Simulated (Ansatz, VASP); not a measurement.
**SiC in VASP and in Ansatz**

File INCAR:

```
PREC = Accurate
ENCUT = 520
EDIFF = 1E-6
ISMEAR = 0
SIGMA = 0.05
LREAL = F
LASPH = T
NELM = 60
ALGO = Normal
ISIF = 2
LWAVE = F
LCHARG = F
GGA = PE
NBANDS = 11
```

The input KPOINTS:

```
Automatic mesh
0
Gamma
  12 12 12
```

The input POSCAR:

```
SiC
1.0
    0.0000000000      2.1740000000      2.1740000000
    2.1740000000      0.0000000000      2.1740000000
    2.1740000000      2.1740000000      0.0000000000
Si C
1 1
Direct
    0.0813140273      0.0000000000      0.0000000000
    0.7500000000      0.7500000000      0.7500000000
```

Input for Ansatz:

```yaml
crystal:
  lattice:
    - [0.0, 2.174, 2.174]
    - [2.174, 0.0, 2.174]
    - [2.174, 2.174, 0.0]
  atoms:
    - { symbol: Si, position: [0.0813140273, 0.0, 0.0] }
    - { symbol: C, position: [0.75, 0.75, 0.75] }
basis:
  ecutwfc: 420
kpoints:
  mp_grid: { grid: [12, 12, 12] }
hamiltonian:
  xc: pbe
scf:
  occupations: { method: gaussian, width: 0.05 }
output:
  forces: true
  stress: true
  eigenvalues: true
```

Change from the starting cell: all Si atoms moved -0.250 Å, as atom 1 towards its neighbour atom 1 (Si) at 3.075 Å.

Alike in both runs: task single point; functional PBE; k mesh 12 × 12 × 12; occupations gaussian, width 0.05 eV; no spin polarisation.

|  | VASP | Ansatz |
| --- | --- | --- |
| version | VASP 6.6.1 | Ansatz 0.2.0 |
| potentials or method | VASP PAW PBE potentials, release 64 (Si, C) | scalar-relativistic, plane waves, PAW |
| plane-wave cutoff (eV) | 520 | 420 |
| valence electrons in the cell | 8 | 8 |

```csv
,VASP,Ansatz,Ansatz less VASP
gap on the k mesh at the Fermi level (eV),0.21,0.22,+0.006
least direct gap on the mesh (eV),4.00,4.00,+0.003
pressure (GPa),12.6,12.7,+0.10
largest component of the traceless stress (GPa),13.88,13.89,+0.011
rms of the force components (eV/Å),3.228,3.229,+0.0005
```

Atom by atom the forces differ by 0.002 eV/Å (rms over components). With one functional, cell and mesh, what is left measures potentials, basis and numerics.

Caveats: forces of over 1 eV/Å show positions far from the minimum, so gaps and moduli don't describe the material at rest.
